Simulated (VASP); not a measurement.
Here is a VASP 6.6.1 calculation.

File POSCAR:

```
MgSe
1.0
    0.0000000000      2.8799235910      2.8799235910
    2.8799235910      0.0000000000      2.8799235910
    2.8799235910      2.8799235910      0.0000000000
Mg Se
1 1
Direct
    0.0000000000      0.0000000000      0.0000000000
    0.5000000000      0.5000000000      0.5000000000
```

The input INCAR.step1:

```
ALGO = Normal ; EDIFF = 1E-4
ENCUT = 520 ; GGA = PE
ISMEAR = 0 ; LASPH = True
LCHARG = False ; LREAL = False
LWAVE = True ; NBANDS = 11
NELM = 100 ; PREC = Accurate
SIGMA = 0.01
```

Contents of INCAR.step2:

```
ALGO = Normal ; EDIFF = 1E-6
ENCUT = 520 ; ISIF = 2
ISMEAR = 0 ; ISTART = 1
LASPH = True ; LCHARG = True
LELF = True ; LMIXTAU = True
LREAL = False ; LVHAR = True
LWAVE = False ; METAGGA = R2SCAN
NBANDS = 11 ; NELM = 100
PREC = Accurate ; SIGMA = 0.01
```

File KPOINTS:

```
k-points
0
Gamma
  8 8 8
```

Potentials or basis: VASP PAW PBE potentials, release 64 (Mg, Se).

Launch:

```bash
$ cat potpaw_PBE.64/Mg/POTCAR potpaw_PBE.64/Se/POTCAR > POTCAR
$ cp INCAR.step1 INCAR
$ mpirun -np 1 vasp_std > vasp.out
$ cp INCAR.step2 INCAR
$ mpirun -np 1 vasp_std > vasp.out
```

**Question.** What does it give for the pressure?

**Answer.** -7.7 GPa.

**Question.** What does it give for the band gap on the k mesh?

**Answer.** 2.16 eV, indirect (least direct gap 2.42 eV).

Caveat: the PAW data sets were made with another functional, which shifts forces and pressure a little. A k mesh can miss the band edges.
